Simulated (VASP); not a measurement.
# TiTe2 (P-3m1) in VASP: a series of runs

Runs on TiTe2. Level: PBE. Tasks: density of states, electric field gradients, core levels, phonons.

Everything below comes from runs of VASP 6.6.1. Logs are shortened: lines on timing, memory, paths and dates and some standing lists are left out, and cuts for length are marked.

## (1) The structure

The structure is trigonal, space group P-3m1 (No. 164). The conventional cell has a = 3.777 Å, b = 3.777 Å, c = 6.498 Å, α = 90.00°, β = 90.00°, γ = 120.00°. Te (site symmetry 3m) has 3 Ti at 2.77 Å as nearest neighbours. Ti (site symmetry -3m) has 6 Te at 2.77 Å as nearest neighbours.

## (2) Density of states, PBE

POSCAR reads:

```
TiTe2
1.0
    3.7770000000      0.0000000000      0.0000000000
   -1.8885000000      3.2709779501      0.0000000000
    0.0000000000      0.0000000000      6.4980000000
Te Ti
2 1
Direct
    0.3333333333      0.6666666667      0.7372000000
    0.6666666667      0.3333333333      0.2628000000
    0.0000000000      0.0000000000      0.0000000000
```

INCAR.step1 reads:

```
SYSTEM = TiTe2
PREC = Accurate
ENCUT = 520
EDIFF = 1E-6
ISMEAR = 0
SIGMA = 0.02
LREAL = .FALSE.
LASPH = .TRUE.
NELM = 100
ALGO = Fast
ISIF = 2
LWAVE = .FALSE.
LCHARG = .TRUE.
LMAXMIX = 4
GGA = PE
```

KPOINTS.step1 reads:

```
regular mesh
0
G
  8 8 4
  0 0 0
```

INCAR.step2 reads:

```
SYSTEM = TiTe2
PREC = Accurate
ENCUT = 520
EDIFF = 1E-6
ISMEAR = -5
SIGMA = 0.02
LREAL = .FALSE.
LASPH = .TRUE.
NELM = 100
ALGO = Fast
ISIF = 2
LWAVE = .FALSE.
LCHARG = .FALSE.
LMAXMIX = 4
GGA = PE
LORBIT = 11
NEDOS = 1001
ICHARG = 11
```

KPOINTS.step2 reads:

```
regular mesh
0
G
  12 12 6
  0 0 0
```

Potentials or basis: VASP PAW PBE potentials, release 64 (Te, Ti_sv).

Launch:

```sh
$ cat potpaw_PBE.64/Te/POTCAR potpaw_PBE.64/Ti_sv/POTCAR > POTCAR
$ cp INCAR.step1 INCAR
$ cp KPOINTS.step1 KPOINTS
$ mpirun -np 1 vasp_std > vasp.out
$ cp INCAR.step2 INCAR
$ cp KPOINTS.step2 KPOINTS
$ mpirun -np 1 vasp_std > vasp.out
```

OUTCAR:

```text
SYSTEM = TiTe2
   PREC = Accurate
   ENCUT = 520
   EDIFF = 1E-6
   ISMEAR = -5
   LREAL = .FALSE.
   LASPH = .TRUE.
   NELM = 100
   ISIF = 2
   GGA = PE
   LORBIT = 11
   ICHARG = 11

 ion  position               nearest neighbor table
   1  0.333  0.667  0.737-   3 2.77   3 2.77   3 2.77
   2  0.667  0.333  0.263-   3 2.77   3 2.77   3 2.77
   3  0.000  0.000  0.000-   1 2.77   2 2.77   2 2.77   1 2.77   2 2.77   1 2.77

  LATTYP: Found a hexagonal cell.
 ALAT       =     3.7770000000
 C/A-ratio  =     1.7204130262

  Lattice vectors:

 A1 = (   3.7770000000,   0.0000000000,   0.0000000000)
 A2 = (  -1.8885000000,   3.2709779501,   0.0000000000)
 A3 = (   0.0000000000,   0.0000000000,   6.4980000000)

Analysis of symmetry for initial positions (statically):
=====================================================================
 Subroutine PRICEL returns:
 Original cell was already a primitive cell.

 Routine SETGRP: Setting up the symmetry group for a
 hexagonal supercell.

 Subroutine GETGRP returns: Found 12 space group operations
 (whereof 12 operations were pure point group operations)
 out of a pool of 24 trial point group operations.

The static configuration has the point symmetry D_3d.

Analysis of symmetry for dynamics (positions and initial velocities):
=====================================================================
 Subroutine PRICEL returns:
 Original cell was already a primitive cell.

 Routine SETGRP: Setting up the symmetry group for a
 hexagonal supercell.

 Subroutine GETGRP returns: Found 12 space group operations
 (whereof 12 operations were pure point group operations)
 out of a pool of 24 trial point group operations.

The dynamic configuration has the point symmetry D_3d.

 Subroutine INISYM returns: Found 12 space group operations
 (whereof 12 operations are pure point group operations),
 and found     1 'primitive' translations

----------------------------------------------------------------------------------------

                                     Primitive cell

  volume of cell :      80.2794

  direct lattice vectors                    reciprocal lattice vectors
     3.777000000  0.000000000  0.000000000     0.264760392  0.152859484  0.000000000
    -1.888500000  3.270977950  0.000000000     0.000000000  0.305718967  0.000000000
     0.000000000  0.000000000  6.498000000     0.000000000  0.000000000  0.153893506

  length of vectors
     3.777000000  3.777000000  6.498000000     0.305718967  0.305718967  0.153893506

  position of ions in fractional coordinates (direct lattice)
     0.333333333  0.666666667  0.737200000
     0.666666667  0.333333333  0.262800000
     0.000000000  0.000000000  0.000000000

  ion indices of the primitive-cell ions
   primitive index   ion index
                 1           1
                 2           2
                 3           3

----------------------------------------------------------------------------------------

 KPOINTS: regular mesh

Automatic generation of k-mesh.
 Grid dimensions read from file:
 generate k-points for:   12   12    6

 Generating k-lattice:

  Cartesian coordinates                     Fractional coordinates (reciprocal lattice)
     0.022063366  0.012738290  0.000000000     0.083333333 -0.000000000  0.000000000
     0.000000000  0.025476581  0.000000000     0.000000000  0.083333333  0.000000000
     0.000000000  0.000000000  0.025648918     0.000000000  0.000000000  0.166666667

  Length of vectors
     0.025476581  0.025476581  0.025648918

  Shift w.r.t. Gamma in fractional coordinates (k-lattice)
     0.000000000  0.000000000  0.000000000

 TETIRR: Found   1229 inequivalent tetrahedra from     5184

 Subroutine IBZKPT returns following result:
 ===========================================

 Found    100 irreducible k-points:

 Following reciprocal coordinates:
            Coordinates               Weight
  0.000000  0.000000  0.000000      1.000000
  0.083333  0.000000  0.000000      6.000000
  0.166667  0.000000  0.000000      6.000000
  0.250000  0.000000  0.000000      6.000000
  0.333333  0.000000  0.000000      6.000000
  0.416667  0.000000  0.000000      6.000000
[... 16 lines left out ...]
  0.166667  0.000000  0.166667      6.000000
  0.000000  0.166667  0.166667      6.000000
 [... further k-points ...]
   k-points           NKPTS =    100   k-points in BZ     NKDIM =    100   number of bands    NBANDS=     16
   number of dos      NEDOS =   1001   number of ions     NIONS =      3
   total plane-waves  NPLWV =  37632
   dimension x,y,z NGX =    28 NGY =   28 NGZ =   48
   dimension x,y,z NGXF=    56 NGYF=   56 NGZF=   96
   ions per type =               2   1
   NGX,Y,Z   is equivalent  to a cutoff of  12.32, 12.32, 12.28 a.u.
   NGXF,Y,Z  is equivalent  to a cutoff of  24.65, 24.65, 24.56 a.u.
 SYSTEM =  TiTe2
   PREC   = accura    normal or accurate (medium, high low for compatibility)
   ISTART =      0    job   : 0-new  1-cont  2-samecut
   ICHARG =     11    charge: 1-file 2-atom 10-const
   ISPIN  =      1    spin polarized calculation?
   LNONCOLLINEAR =      F non collinear calculations
   LSORBIT =      F    spin-orbit coupling
   LASPH  =      T    aspherical Exc in radial PAW
   ENCUT  =  520.0 eV  38.22 Ry    6.18 a.u.   7.02  7.02 12.08*2*pi/ulx,y,z
   NELM   =    100;   NELMIN=  2; NELMDL=  0     # of ELM steps
   EDIFF  = 0.1E-05   stopping-criterion for ELM
   LREAL  =      F    real-space projection
   EDIFFG = 0.1E-04   stopping-criterion for IOM
   NSW    =      0    number of steps for IOM
   IBRION =     -1    ionic relax: 0-MD 1-quasi-New 2-CG
   NFREE  =      0    steps in history (QN), initial steepest desc. (CG)
   ISIF   =      2    stress and relaxation
   ISYM   =      2    0-nonsym 1-usesym 2-fastsym
   POTIM  = 0.5000    time-step for ionic-motion
   TEBEG  =    0.0;   TEEND  =   0.0 temperature during run
   PSTRESS=    0.0 pullay stress
   NELECT =      24.0000    total number of electrons
   NUPDOWN=      -1.0000    fix difference up-down
   EMIN   =  10.00;   EMAX   =-10.00  energy-range for DOS
   EFERMI =   0.00;   METHOD = LEGACY
   ISMEAR =    -5;   SIGMA  =   0.02  broadening in eV -4-tet -1-fermi 0-gaus
   EFERMI_NEDOS =   21; number of points for ismear=-14 and -15
   IALGO  =     68    algorithm
   IMIX   =      4    mixing-type and parameters
     AMIX     =   0.40;   BMIX     =  1.00
     AMIX_MAG =   1.60;   BMIX_MAG =  1.00
  volume/ion in A,a.u.               =      26.76       180.58
  Fermi-wavevector in a.u.,A,eV,Ry     =   1.094655  2.068597 16.303438  1.198269
  Thomas-Fermi vector in A             =   2.230964
   LORBIT       =     11    0 simple, 1 ext, 2 COOP (PROOUT), +10 PAW based schemes
   GGA     = PE    functional components
   LHFCALC =     F    Hartree Fock is set to
   AEXX    =    0.0000 exact exchange contribution
   IVDW    =     0    specifies the selected vdW correction
   LEPSILON=     F    determine dielectric tensor
   LRPA    =     F    only Hartree local field effects (RPA)
 non-spin polarized calculation
 RMM-DIIS sequential band-by-band and
 Fermi weights with tetrahedron method with Bloechl corrections
  energy-cutoff  :      520.00
  volume of cell :       80.28
 maximum number of plane-waves:      2181

 number of electron      23.9999998 magnetization

 Free energy of the ion-electron system (eV)
  ---------------------------------------------------
  ext. energy  EPLUGINS =         0.00000000
  ---------------------------------------------------
  free energy    TOTEN  =       -16.20527048 eV

  energy without entropy =      -16.20527048  energy(sigma->0) =      -16.20527048

 E-fermi :   6.8663     XC(G=0):  -9.8602

 val. band max:        6.9678384263   @ k =   0.0833   0.0000   0.0000
 cond. band min:       6.8138725862   @ k =   0.5000   0.0000   0.1667
 fundamental gap:     -0.1539658401
 Fermi energy:         6.8662938686

 k-point     1 :       0.0000    0.0000    0.0000
  band No.  band energies     occupation
      1     -50.6665      2.00000
      2     -26.9217      2.00000
      3     -26.9217      2.00000
      4     -26.8882      2.00000
      5      -5.5825      2.00000
      6      -4.0798      2.00000
[... 8 lines left out ...]
     15       7.8901      0.00000
     16       9.8759      0.00000

 k-point     2 :       0.0833    0.0000    0.0000
  band No.  band energies     occupation
      1     -50.6663      2.00000
      2     -26.9246      2.00000
      3     -26.9224      2.00000
      4     -26.8875      2.00000
      5      -5.5056      2.00000
      6      -4.0401      2.00000
[... 8 lines left out ...]
     15       8.0182      0.00000
     16       9.6409      0.00000

 k-point     3 :       0.1667    0.0000    0.0000
  band No.  band energies     occupation
      1     -50.6658      2.00000
      2     -26.9322      2.00000
      3     -26.9242      2.00000
      4     -26.8858      2.00000
      5      -5.2813      2.00000
      6      -3.9294      2.00000
[... 8 lines left out ...]
     15       8.1073      0.00000
     16       9.5510      0.00000

 k-point     4 :       0.2500    0.0000    0.0000
  band No.  band energies     occupation
      1     -50.6650      2.00000
      2     -26.9426      2.00000
      3     -26.9266      2.00000
      4     -26.8833      2.00000
      5      -4.9317      2.00000
      6      -3.7749      2.00000
[... 8 lines left out ...]
     15       8.0625      0.00000
     16       9.7204      0.00000
[... 324 lines left out ...]
 k-point    22 :       0.0000    0.0833    0.1667
  band No.  band energies     occupation
      1     -50.6663      2.00000
      2     -26.9246      2.00000
      3     -26.9224      2.00000
      4     -26.8876      2.00000
      5      -5.4339      2.00000
      6      -4.1768      2.00000
[... 8 lines left out ...]
     15       8.0990      0.00000
     16       9.5356      0.00000

 k-point    23 :       0.1667    0.0000    0.1667
  band No.  band energies     occupation
      1     -50.6658      2.00000
      2     -26.9322      2.00000
      3     -26.9242      2.00000
      4     -26.8858      2.00000
      5      -5.2160      2.00000
      6      -4.0464      2.00000
[... 8 lines left out ...]
     15       8.2342      0.00000
     16       9.3727      0.00000

 k-point    24 :       0.0000    0.1667    0.1667
  band No.  band energies     occupation
      1     -50.6658      2.00000
      2     -26.9322      2.00000
      3     -26.9242      2.00000
      4     -26.8858      2.00000
      5      -5.2105      2.00000
      6      -4.0570      2.00000
[... 8 lines left out ...]
     15       8.0322      0.00000
     16       9.4869      0.00000

 [... further k-points ...]
[... 5 lines left out ...]
  --------------------------------------------------------------------------------------
  -------------------------------------------------------------------------------------
  Total        0.3457335      0.3457335      0.5956553      0.0000000      0.0000000      0.0000000
  in kB        6.8999786      6.8999786     11.8877935      0.0000000      0.0000000      0.0000000
  external PRESSURE =       8.5625836 kB  Pullay stress =       0.0000000 kB

 VOLUME and BASIS-vectors are now :
 -----------------------------------------------------------------------------
  energy-cutoff  :      520.00
  volume of cell :       80.28
      direct lattice vectors                 reciprocal lattice vectors
     3.777000000  0.000000000  0.000000000     0.264760392  0.152859484  0.000000000
    -1.888500000  3.270977950  0.000000000     0.000000000  0.305718967  0.000000000
     0.000000000  0.000000000  6.498000000     0.000000000  0.000000000  0.153893506

 POSITION                                       TOTAL-FORCE (eV/Angst)
 -----------------------------------------------------------------------------------
     -0.00000      2.18065      4.79033        -0.000000     -0.000000     -0.029365
      1.88850      1.09033      1.70767        -0.000000      0.000000      0.029365
      0.00000      0.00000      0.00000         0.000000      0.000000     -0.000000
 -----------------------------------------------------------------------------------
    total drift:                                0.000000     -0.000000      0.000000

  FREE ENERGIE OF THE ION-ELECTRON SYSTEM (eV)
  ---------------------------------------------------
  free  energy   TOTEN  =       -16.2052704833 eV

  energy  without entropy=      -16.2052704833  energy(sigma->0) =      -16.20527048

 total charge

# of ion       s       p       d       tot
------------------------------------------
    1        1.383   1.999   0.038   3.419
    2        1.383   1.999   0.038   3.419
    3        2.167   6.121   1.866  10.154
--------------------------------------------------
tot          4.933  10.118   1.942  16.993
```

It took 2.2 min on 1 thread of AMD EPYC 9R45 (Zen 5), shared host; peak memory 0.24 GiB.

Results:

```yaml
Valence_electrons_inside_the_program's_atomic_spheres: Te 3.42; Ti 10.15
```

States per cell in windows of 1 eV (zero at the Fermi level; states under -8 eV left out):
```
from (eV)  total  Ti3_d  Te1_p  Te2_p  Ti3_p  Ti3_s  Te1_s
     -8.0   0.00   0.00   0.00   0.00   0.00   0.00   0.00
     -7.0   0.00   0.00   0.00   0.00   0.00   0.00   0.00
     -6.0   0.02   0.00   0.00   0.00   0.00   0.00   0.00
     -5.0   2.20   0.11   0.35   0.35   0.03   0.07   0.02
     -4.0   1.79   0.13   0.29   0.29   0.03   0.04   0.02
     -3.0   3.19   0.51   0.53   0.53   0.05   0.02   0.02
     -2.0   3.65   0.77   0.63   0.63   0.06   0.01   0.02
     -1.0   1.21   0.33   0.19   0.19   0.02   0.00   0.01
      0.0   2.20   1.37   0.10   0.10   0.01   0.01   0.01
      1.0   4.10   2.88   0.20   0.20   0.02   0.02   0.01
      2.0   1.88   1.04   0.13   0.13   0.01   0.01   0.02
      3.0   0.03   0.01   0.00   0.00   0.00   0.00   0.00
      4.0   0.00   0.00   0.00   0.00   0.00   0.00   0.00
      5.0   0.00   0.00   0.00   0.00   0.00   0.00   0.00
```

Caveat: this functional lacks dispersion, which binds the layers, so the pressure and a relaxed spacing across them are unreliable; tetrahedron occupations give inexact forces and stress in metals.

[end of part 1 of 3]
